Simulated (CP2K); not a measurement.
The system is CdS.

```
Cd S
1.0
     3.89368    0.00000    0.00000
     1.94684    3.37202    0.00000
     1.94684    1.12401    3.17917
Cd S
1 1
Direct
  0.00000 0.00000 0.00000
  0.50000 0.50000 0.50000
```

Measurements of this composition are mostly on another form, of space group No. 186.

Base run:

```yaml
Program: CP2K 2026.2
Functional: PBE
Potentials_or_basis: POTENTIAL_UZH Cd GTH-PBE0-q12, S GTH-PBE0-q6; DZVP-MOLOPT-SR-GTH basis
Density_cutoff: 6123 eV
k_mesh: 8 × 8 × 8
Occupations: fermi-dirac, width 0.05 eV
Spin: no spin polarisation
```

Its results: band gap on the k mesh 0.49 eV, indirect (least direct gap 1.52 eV); pressure 1.1 GPa.

**Question.** After a change of settings the same cell gave: band gap on the k mesh 0.21 eV, indirect (least direct gap 1.48 eV); pressure 1.1 GPa. Which change was it?
A. potentials or basis from POTENTIAL_UZH Cd GTH-PBE0-q12, S GTH-PBE0-q6; DZVP-MOLOPT-SR-GTH basis to GTH_POTENTIALS Cd GTH-PBE-q12, S GTH-PBE-q6; DZVP-MOLOPT-SR-GTH basis; potentials from Cd GTH-PBE0-q12 of POTENTIAL_UZH, S GTH-PBE0-q6 of POTENTIAL_UZH to Cd GTH-PBE-q12 of GTH_POTENTIALS, S GTH-PBE-q6 of GTH_POTENTIALS
B. potentials or basis from POTENTIAL_UZH Cd GTH-PBE0-q12, S GTH-PBE0-q6; DZVP-MOLOPT-SR-GTH basis to GTH_POTENTIALS Cd GTH-PADE-q12, S GTH-PADE-q6; DZVP-MOLOPT-SR-GTH basis; potentials from Cd GTH-PBE0-q12 of POTENTIAL_UZH, S GTH-PBE0-q6 of POTENTIAL_UZH to Cd GTH-PADE-q12 of GTH_POTENTIALS, S GTH-PADE-q6 of GTH_POTENTIALS
C. potentials or basis from POTENTIAL_UZH Cd GTH-PBE0-q12, S GTH-PBE0-q6; DZVP-MOLOPT-SR-GTH basis to POTENTIAL_UZH Cd GTH-SCAN-q12, S GTH-SCAN-q6; DZVP-MOLOPT-SR-GTH basis; potentials from Cd GTH-PBE0-q12 of POTENTIAL_UZH, S GTH-PBE0-q6 of POTENTIAL_UZH to Cd GTH-SCAN-q12 of POTENTIAL_UZH, S GTH-SCAN-q6 of POTENTIAL_UZH

**Answer.** A.

Caveats: the basis of atomic orbitals isn't converged, which shifts pressures, moduli and gaps.
